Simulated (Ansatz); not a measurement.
**Relaxing Zr3S2**

Theory: Ansatz, DFT PBE, scalar-relativistic, plane waves, PAW. Cutoff 420 eV, Γ-centred k mesh, Gaussian smearing, no spin polarisation in the final step.

Zr3S2 was placed on the sites of a reported K2S3 cell (Cmc2_1, No. 36), with S in place of K, Zr in place of S, at a guessed volume.

```
Zr S
1.0
     3.35210   -4.54682    0.00000
     3.35210    4.54682    0.00000
     0.00000    0.00000    6.85462
Zr S
6 4
Direct
  0.38730 0.06630 0.00000
  0.61270 0.93370 0.50000
  0.93370 0.61270 0.00000
  0.06630 0.38730 0.50000
  0.20590 0.79410 0.15770
  0.79410 0.20590 0.65770
  0.42680 0.57320 0.83710
  0.57320 0.42680 0.33710
  0.89430 0.10570 0.11450
  0.10570 0.89430 0.61450
```

Cell and atoms relax at zero pressure; the relaxation can't lower the symmetry of the start. After a coarse first stage the cell is made exact in the group found at 0.06 Å.

Energies over the elements count from the elements' standard structures at the same level, with no empirical corrections.

Problem. Which crystal results?

Solution. It keeps Cmc2_1 (No. 36), but not the shape of the type it started on. Conventional cell: a = 8.437 Å, b = 6.807 Å, c = 6.979 Å. Zr on Wyckoff site b (4 atoms of the primitive cell) is coordinated by 4 S at 2.64–2.83 Å and 1 Zr at 2.92 Å (next Zr at 3.06 Å); Zr on Wyckoff site a (2 atoms of the primitive cell) has 4 S at 2.49–2.75 Å and 6 Zr at 2.92–3.21 Å; S on Wyckoff site a (2 atoms of the primitive cell) is coordinated by 6 Zr at 2.61–2.75 Å; S on Wyckoff site a (2 atoms of the primitive cell) is coordinated by 2 Zr at 2.49–2.52 Å and 4 Zr at 2.75–2.83 Å (next S at 3.16 Å).

```xyz
10
Lattice="4.2185 -3.4033 0.0000 4.2185 3.4033 0.0000 0.0000 0.0000 6.9792" Properties=species:S:1:pos:R:3 pbc="T T T"
Zr    2.5395   -0.7820    0.2619
Zr    5.8974    0.7820    3.7515
Zr    5.8974   -0.7820    0.2619
Zr    2.5395    0.7820    3.7515
Zr    4.2185    1.7159    1.3761
Zr    4.2185   -1.7159    4.8657
S     4.2185    0.7292    5.7908
S     4.2185   -0.7292    2.3012
S     4.2185   -2.9494    0.0514
S     4.2185    2.9494    3.5410
```

Problem. What are its volume, energy, density and gap?

Solution. The volume per atom is 20.04 Å³, the density is 5.60 g/cm³ and the energy over the elements is -0.85 eV/atom. The gap on the 8×8×6 mesh is 0 eV (a metal).

The final run used a 8×8×6 mesh on its 10-atom cell and 0.10 eV smearing. For metals, differences of a few meV/atom aren't resolved. A structure relaxed within its symmetry needn't be a true minimum. The steps took roughly 20 core-minutes in all.